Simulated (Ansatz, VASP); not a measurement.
**One calculation of LiF, two programs**

Contents of INCAR:

```
SYSTEM = LiF
  PREC = Accurate
  ENCUT = 520
  EDIFF = 1E-6
  ISMEAR = 0
  SIGMA = 0.05
  LREAL = .False.
  LASPH = .True.
  NELM = 100
  ALGO = Normal
  ISIF = 2
  LWAVE = .False.
  LCHARG = .False.
  GGA = CA
  NBANDS = 12
```

Contents of KPOINTS:

```
regular mesh
0
Gamma
  10 10 10
  0 0 0
```

Contents of POSCAR:

```
LiF
1.0
    2.6875096500      0.0000000000      0.0000000000
    0.0000000000      2.6875096500      0.0000000000
    0.0000000000      0.0000000000      2.4315563500
Li F
1 1
Direct
    0.0000000000      0.0000000000      0.0000000000
    0.5000000000      0.5000000000      0.5000000000
```

Input for Ansatz:

```yaml
crystal:
  lattice:
    - [2.68750965, 0.0, 0.0]
    - [0.0, 2.68750965, 0.0]
    - [0.0, 0.0, 2.43155635]
  atoms:
    - { symbol: Li, position: [0.0, 0.0, 0.0] }
    - { symbol: F, position: [0.5, 0.5, 0.5] }
basis:
  ecutwfc: 420
kpoints:
  mp_grid: { grid: [10, 10, 10] }
hamiltonian:
  xc: lda
scf:
  occupations: { method: gaussian, width: 0.05 }
output:
  forces: true
  stress: true
  eigenvalues: true
```

Change from the starting cell: strain +0.050 along x and y, -0.050 along z, atoms carried along.

Alike in both runs: task single point; functional LDA; k mesh 10 × 10 × 10; occupations gaussian, width 0.05 eV; no spin polarisation.

|  | VASP | Ansatz |
| --- | --- | --- |
| version | VASP 6.6.1 | Ansatz 0.2.0 |
| potentials or method | VASP PAW LDA potentials, release 64 (Li_sv, F) | scalar-relativistic, plane waves, PAW |
| plane-wave cutoff (eV) | 520 | 420 |
| valence electrons in the cell | 10 | 10 |

```csv
,VASP,Ansatz,Ansatz less VASP
gap on the k mesh at the Fermi level (eV),6.32,6.32,+0.007
least direct gap on the mesh (eV),6.73,6.74,+0.003
```

 A k mesh can miss the band edges.
